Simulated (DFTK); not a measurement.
AgBr in DFTK: convergence with k mesh

The system is AgBr.

```
CELL_PARAMETERS angstrom
0.00000 2.87015 2.87015
2.87015 0.00000 2.87015
2.87015 2.87015 0.00000
ATOMIC_POSITIONS crystal
Ag 0.00000 0.00000 0.00000
Br 0.50000 0.50000 0.50000
```

```yaml
Program: DFTK 0.8.2
Task: convergence study
Functional: LDA
Potentials_or_basis: dojo.nc.sr.lda.v0_4_1.standard.upf (LDA)
Cutoff: 1170 eV
k_mesh: 1 × 1 × 1
Occupations: fermi-dirac, width 0.1 eV
Spin: no spin polarisation
```

These are the settings of the first run; the series varies k mesh, with any setting tied to it.

Hardware: 1 thread of Intel(R) Xeon(R) Platinum 8488C (Sapphire Rapids), with other jobs on the host.

Task: The values tried are 1 × 1 × 1, 2 × 2 × 2, 4 × 4 × 4, 5 × 5 × 5, 6 × 6 × 6, 7 × 7 × 7, 9 × 9 × 9, 10 × 10 × 10, loosest first. From which on does the energy stay within 1 meV/atom of the tightest run that finished?

Result: From 7 × 7 × 7 on.

```csv
k mesh,"energy less the tightest run, at zero smearing (meV/atom)",pressure (GPa),SCF cycles
1 × 1 × 1,2262.79,3.29,18
2 × 2 × 2,535.04,2.77,12
4 × 4 × 4,15.21,-3.94,11
5 × 5 × 5,3.60,-4.16,11
6 × 6 × 6,1.05,-4.22,12
7 × 7 × 7,0.35,-4.24,11
9 × 9 × 9,0.03,-4.24,11
10 × 10 × 10,0.00,-4.24,11
```

Against the tightest run, the pressure stays within 0.1 GPa from 5 × 5 × 5 on. Meshes of other sizes hit other points, so gaps and Fermi surfaces needn't settle smoothly. The tightest run that finished is the yardstick and may itself not be fully converged.
